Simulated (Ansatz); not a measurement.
**Sb in Ansatz: the effect of functional**

Sb:

```
CELL_PARAMETERS angstrom
0.00000 2.37124 2.37124
2.37124 0.00000 2.37124
2.37124 2.37124 0.00000
ATOMIC_POSITIONS crystal
Sb 0.00000 0.00000 0.00000
```

This isn't the form of Sb at room conditions, which is rhombohedral.

Alike in all runs:

| Property | Result |
| --- | --- |
| Program | Ansatz 0.2.0 |
| Task | single point |
| Potentials or basis | all-electron PAW datasets made for the crystal |
| k mesh | 8 × 8 × 8 |
| Occupations | fermi-dirac, width 0.05 eV |
| Spin | no spin polarisation |

```csv
functional,cutoff,pressure (GPa)
PBEsol,160 eV (chosen from the basis error),?
HSE06,270 eV (chosen from the basis error),0.6
PBE0,270 eV (chosen from the basis error),0.6
```

Task: What does the run with functional PBEsol give?

Result: Pressure -0.6 GPa.

Caveats: the k mesh is thin for a metal, which can move the energy by tens of meV per atom.

The runs don't all hold the same shells in valence.
